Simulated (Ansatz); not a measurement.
Clean, relaxed (111) surface of Ti, space group Fm-3m (No. 225) (top face towards +c; atoms held fixed, by place in the list: 1, 2, 3, 4, 5, 6, 7, 8):

```
Ti
1.0
     5.71028    0.00000    0.00000
    -2.85514    4.94525    0.00000
     0.00000    0.00000   23.99363
Ti
16
Direct
  0.33333 0.16667 0.35426
  0.33333 0.66667 0.35426
  0.83333 0.16667 0.35426
  0.83333 0.66667 0.35426
  0.66667 0.33333 0.45142
  0.66667 0.83333 0.45142
  0.16667 0.33333 0.45142
  0.16667 0.83333 0.45142
  0.00000 0.50000 0.55029
  0.00000 0.00000 0.55029
  0.50000 0.50000 0.55029
  0.50000 0.00000 0.55029
  0.33333 0.66667 0.64286
  0.33333 0.16667 0.64286
  0.83333 0.66667 0.64286
  0.83333 0.16667 0.64286
```

The calculation used DFT PBE+D3(BJ), scalar-relativistic, plane waves, PAW (Ansatz). Cutoff 420 eV; k points 6×6×1 on the computed 16-atom cell (Γ-centred); Gaussian smearing, width 0.10 eV; no spin polarisation. The cell repeats along c with a dipole correction in the vacuum.

H (atom) is adsorbed on the top face, one adsorbate per 28.2 Å², and relaxed from 2 starting sites (fractions of a and b). E_ads counts from the clean slab and the free adsorbate (spin-polarised where it has unpaired electrons); negative means bound. Heights count from the highest slab atom after relaxation. Δφ is the top face's. Δp counts per cell along +c. Bonded neighbours lie within 1.25 times the sum of covalent radii (1.35 for H) and, on that scale, within 12 % of the closest. With the adsorbate the cell is lengthened along c to keep the vacuum.

```json
{"start": "top (Ti) at (0.33, 0.67)", "ends at": "(0.33, 0.67), 1 bonded neighbour (Ti)", "E_ads (eV)": "-2.20", "height (Å)": "1.59", "shortest contact": "H–Ti 1.83 Å", "Δφ (eV)": "-0.08", "Δp (e·Å)": "+0.003"}
{"start": "hollow (Ti-Ti-Ti) at (0.00, 0.00)", "ends at": "(0.00, 0.00), 3 bonded neighbours (Ti)", "E_ads (eV)": "-3.44", "height (Å)": "1.12", "shortest contact": "H–Ti 1.96 Å", "Δφ (eV)": "-0.20", "Δp (e·Å)": "+0.024"}
```

Among the sites tried, the lowest end comes from the hollow (Ti-Ti-Ti) at (0.00, 0.00) start; other sites may lie lower.

Each end is the local minimum or symmetric point that its start leads to. This isn't the usual crystal structure of Ti. The slab is only 7.0 Å thick, so the energies aren't converged with thickness.

The adsorbed runs have no spin polarisation, so weakly bound open-shell ends lie too high.